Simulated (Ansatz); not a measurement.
CaSe:

```
Se Ca
1.0
     0.00000    3.30000    3.30000
     3.30000    0.00000    3.30000
     3.30000    3.30000    0.00000
Se Ca
1 1
Direct
  0.25000 0.25000 0.25000
  0.00000 0.00000 0.00000
```

The cell comes from a database or a generator and needn't be the stable form of this composition.

Base run:

```yaml
Program: Ansatz 0.2.0
Functional: PBE
Potentials_or_basis: Ansatz PAW
Cutoff: "420 eV (not typed: the program's choice for these potentials)"
k_mesh: 5 × 5 × 5
Occupations: fermi-dirac, width 0.05 eV
Spin: spin-orbit coupling, no magnetisation
```

Its results: band gap on the k mesh 3.06 eV, indirect (least direct gap 3.14 eV); pressure -0.2 GPa.

Problem. The run is repeated on the same cell with these changes: spin from spin-orbit coupling, no magnetisation to no spin polarisation; potential files from those of the base run to others of the same set. What comes out?

Solution. Band gap on the k mesh 3.15 eV, indirect (least direct gap 3.24 eV); pressure -0.2 GPa.

Spin-orbit coupling splits the band edges, which narrows the gap.
